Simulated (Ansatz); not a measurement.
Set up this calculation in Ansatz 0.2.0, as the native input.

* Task: single point
* Functional: PBE
* Potentials or basis: Ansatz PAW
* Cutoff: 350 eV
* Density cutoff: 1400 eV
* k mesh: 8 × 8 × 8
* Occupations: fermi-dirac, width 0.05 eV
* Spin: no spin polarisation

BeTe:

```xyz
2
Lattice="0.0000 2.7700 2.7700 2.7700 0.0000 2.7700 2.7700 2.7700 0.0000" Properties=species:S:1:pos:R:3 pbc="T T T"
Te    4.1550    4.1550    4.1550
Be    0.0000    0.0000    0.0000
```

These files were run (other wordings do the same):

input.yaml

```yaml
crystal:
  lattice:
    - [0.0, 2.77, 2.77]
    - [2.77, 0.0, 2.77]
    - [2.77, 2.77, 0.0]
  atoms:
    - { symbol: Te, position: [0.75, 0.75, 0.75] }
    - { symbol: Be, position: [0.0, 0.0, 0.0] }
hamiltonian:
  xc: pbe
  pseudopotentials: { kind: paw }
kpoints:
  mp_grid: { grid: [8, 8, 8] }
scf:
  occupations: { method: fermi_dirac, width: 0.05 }
basis:
  ecutwfc: "350 eV"
output:
  forces: true
  stress: true
  eigenvalues: true
```

Potentials or basis: Ansatz PAW.

Run with:

```sh
$ ansatz run input.yaml --threads 2 --pin off --max-ram 5120MiB --backend cpu --events-out ev --progress --plain --runs-dir out
```

Results of the run:

| Quantity | Value |
| --- | --- |
| Pressure | 4.3 GPa |
| Band gap on the k mesh | 1.86 eV, indirect (least direct gap 3.59 eV) |

Caveat: spin-orbit coupling is left out, which moves the levels of the heavy elements; the cutoff lies under the one recommended for these potentials.

Run time: 0.84 s on 2 threads of Arm Neoverse V1, on a shared host, peak memory 0.28 GiB.
